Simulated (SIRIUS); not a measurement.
Crystal: Si.

```
CELL_PARAMETERS angstrom
-1.62691 -1.62691 1.32033
-1.62691 1.62691 1.32033
-3.25383 0.00000 -2.64066
ATOMIC_POSITIONS crystal
Si 0.59490 0.49811 0.36934
Si 0.90510 0.00189 0.13066
```

The cell isn't the ideal one: pressure = 0; a zone-boundary wave of random shape, sigma 0.25 Å.

```yaml
Program: SIRIUS 7.10.0
Task: relaxation of cell and atoms
Functional: PBE
Potentials_or_basis: PseudoDojo 0.4.1 PBE standard (scalar relativistic)
Cutoff: 490 eV
Density_cutoff: 1959 eV
k_mesh: 5 × 5 × 4
Occupations: fermi-dirac, width 0.05 eV
Spin: no spin polarisation
```

At the start: pressure 113.8 GPa; volume 13.98 Å³/atom.

Question: How do energy, volume and symmetry change on relaxing?

Answer: Over 26 steps the energy falls by 3700.9 meV/atom and the volume is 15.36 Å³/atom (+9.9 %); space group P-1 (No. 2, to 0.05 Å).

Step by step:
| step | energy change (eV) | largest force (eV/Å) | pressure (GPa) | volume (Å³) |
| --- | --- | --- | --- | --- |
| 1 | 0.0000 | 20.9140 | 113.82 | 27.96 |
| 2 | -6.2160 | 3.9087 | 18.87 | 32.24 |
| 3 | -6.6717 | 2.1613 | 7.21 | 33.44 |
| 4 | -6.9394 | 0.7449 | -2.03 | 34.56 |
| 5 | -7.0289 | 0.3399 | -5.33 | 34.79 |
| 6 | -7.1147 | 0.3553 | -7.52 | 34.46 |
| 7 | -7.2127 | 0.8874 | -5.87 | 32.86 |
| 8 | -7.2642 | 0.6592 | -6.73 | 32.92 |
| 9 | -7.3259 | 0.2771 | -4.24 | 32.08 |
| 10 | -7.3702 | 0.2039 | -0.57 | 30.86 |
| 11 | -7.3776 | 0.1353 | 0.08 | 30.57 |
| 12 | -7.3814 | 0.1245 | 0.47 | 30.48 |
| 13 | -7.3911 | 0.1009 | 1.05 | 30.39 |
| 14 | -7.3922 | 0.0985 | 0.59 | 30.53 |
| 15 | -7.3933 | 0.1041 | 0.07 | 30.70 |
| 16 | -7.3946 | 0.1005 | -0.35 | 30.85 |
| 17 | -7.3966 | 0.0743 | -0.74 | 31.04 |
| 18 | -7.3980 | 0.0574 | -0.75 | 31.09 |
| 19 | -7.3989 | 0.0626 | -0.51 | 31.02 |
| 20 | -7.3998 | 0.0717 | -0.15 | 30.87 |
| 21 | -7.4007 | 0.0685 | 0.15 | 30.73 |
| 22 | -7.4013 | 0.0398 | 0.26 | 30.63 |
| 23 | -7.4016 | 0.0194 | 0.10 | 30.67 |
| 24 | -7.4016 | 0.0135 | -0.05 | 30.72 |
| 25 | -7.4017 | 0.0129 | -0.08 | 30.73 |
| 26 | -7.4018 | 0.0099 | -0.07 | 30.72 |

Final structure:
```cif
data_structure
_symmetry_space_group_name_H-M 'P 1'
_symmetry_Int_Tables_number 1
_cell_length_a 2.8376
_cell_length_b 2.9100
_cell_length_c 3.9293
_cell_angle_alpha 74.769
_cell_angle_beta 87.784
_cell_angle_gamma 78.933
_cell_volume 30.72
loop_
_atom_site_label
_atom_site_type_symbol
_atom_site_fract_x
_atom_site_fract_y
_atom_site_fract_z
_atom_site_occupancy
Si1 Si 0.51130 0.42193 0.46728 1
Si2 Si 0.98870 0.07807 0.03272 1
```

Caveat: the k mesh is coarse (spacing up to 0.49 Å⁻¹), so the values aren't converged.
